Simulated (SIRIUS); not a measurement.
Runs of SIRIUS 7.10.0 on CuO. It takes space group P-6m2 (No. 187, hexagonal). The conventional cell has a = 2.836 Å, b = 2.836 Å, c = 2.768 Å, α = 90.00°, β = 90.00°, γ = 120.00°. Cu (site symmetry -6m2) has 6 O at 2.14 Å as nearest neighbours. Around O (site symmetry -6m2) lie 6 Cu at 2.14 Å. Measurements of this composition are mostly on another form, of space group No. 15.

| level | libxc names | gap on the mesh (eV) | pressure (GPa) |
| --- | --- | --- | --- |
| LDA | ["XC_LDA_X", "XC_LDA_C_PW"] | none | -16.9 |
| B86bPBE | ["XC_GGA_X_B86_MGC", "XC_GGA_C_PBE"] | none | (a) |
| AM05 | ["XC_GGA_X_AM05", "XC_GGA_C_AM05"] | none | -9.7 |
| RPBE | ["XC_GGA_X_RPBE", "XC_GGA_C_PBE"] | none | 4.8 |
| EV93PW91 | ["XC_GGA_X_EV93", "XC_GGA_C_PW91"] | none | (b) |

Alike in all rows: task single point; potentials or basis PseudoDojo 0.4.1 PBE standard (scalar relativistic); no spin polarisation; cell as given; k mesh 9 × 9 × 8; cutoff (eV) 1254; smearing fermi-dirac 0.05 eV.

Question: Estimate the missing entries.

Answer: (a) 0.4; (b) 26.1.

Caveats: the potentials were made for another functional, which shifts forces and pressure; an odd number of electrons without spin polarisation forces a metal; a magnetic or distorted state may lie lower; the run has no spin polarisation, though such a crystal can be magnetic; semilocal functionals often make such compounds metallic where correlation or magnetic order opens a gap, which also shifts bond lengths; the potentials were made for a functional far from this one (some runs).

A gap of «none» marks a metal or a gap under the smearing width.

Runs at the PBE level aren't shown here.
